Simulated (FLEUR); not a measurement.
Runs of FLEUR MaX-R8.1 (patched build s14) on P. The structure is orthorhombic, space group Cmce (No. 64). Conventional cell: a = 3.295 Å, b = 10.930 Å, c = 4.544 Å, α = 90.00°, β = 90.00°, γ = 90.00°. Around P (site symmetry m) lie 3 P at 2.20 to 2.25 Å. 

| task | level | k mesh | gmax | muffin-tin radii | max iterations | mixing factor | mixer | kmax | mesh quality | gap on the mesh (eV) | V0 of scaled cells (Å³/atom) | B0 (GPa) |
| --- | --- | --- | --- | --- | --- | --- | --- | --- | --- | --- | --- | --- |
| single point | PBE0 | 3 × 3 × 2 | 12.8 1/bohr | P 1.93 bohr | 30 | 0.05 | Anderson | 4.15 1/bohr | coarse | 2.09 | - | - |
| band structure | PBE | 8 × 8 × 6 | 12.8 1/bohr | P 1.93 bohr | 60 | 0.05 | Anderson | 4.15 1/bohr | not flagged | 0.10 | - | - |
| equation of state | LDA (von Barth-Hedin) | 8 × 8 × 6 | 13.8 1/bohr | P 1.87 bohr | - | - | - | 4.44 1/bohr | not flagged | - | (b) | (c) |
| equation of state | LDA | 8 × 8 × 6 | 13.3 1/bohr | P 1.87 bohr | - | - | - | 4.28 1/bohr | not flagged | - | (a) | 80 |
| band structure | LDA (von Barth-Hedin) | 8 × 8 × 6 | 13.3 1/bohr | P 1.93 bohr | 60 | 0.05 | Anderson | 4.3 1/bohr | not flagged | 0.01 | - | - |
| band structure | Wu-Cohen GGA | 8 × 8 × 6 | 13.3 1/bohr | P 1.93 bohr | 60 | 0.05 | Anderson | 4.3 1/bohr | not flagged | 0.01 | - | - |
| equation of state | LDA exchange alone (X-alpha) | 8 × 8 × 6 | 13.8 1/bohr | P 1.87 bohr | - | - | - | 4.44 1/bohr | not flagged | - | 21.27 | 67 |
| band structure | revPBE | 8 × 8 × 6 | 12.8 1/bohr | P 1.93 bohr | 60 | 0.05 | Anderson | 4.15 1/bohr | not flagged | 0.15 | - | - |

Alike in all rows: potentials or basis all-electron, FLAPW; no spin polarisation; cell as given; smearing fermi-dirac 0.05 eV.

**Question.** Fill in the values left out.

**Answer.** (a) 19.90; (b) 19.77; (c) 82.

Caveats: some runs use coarse meshes; the plane-wave cutoff is short for the semicore states, which can make moduli rough (some runs); the cell was scaled at fixed shape and fractional positions, which overstates the stiffness of a crystal with free parameters, most of all of layers and chains (some runs); core states are solved in the semilocal potential (some runs); an odd mesh through Γ misses points on the zone boundary, where band edges often lie (some runs).

The runs were made with more than one version of the program.
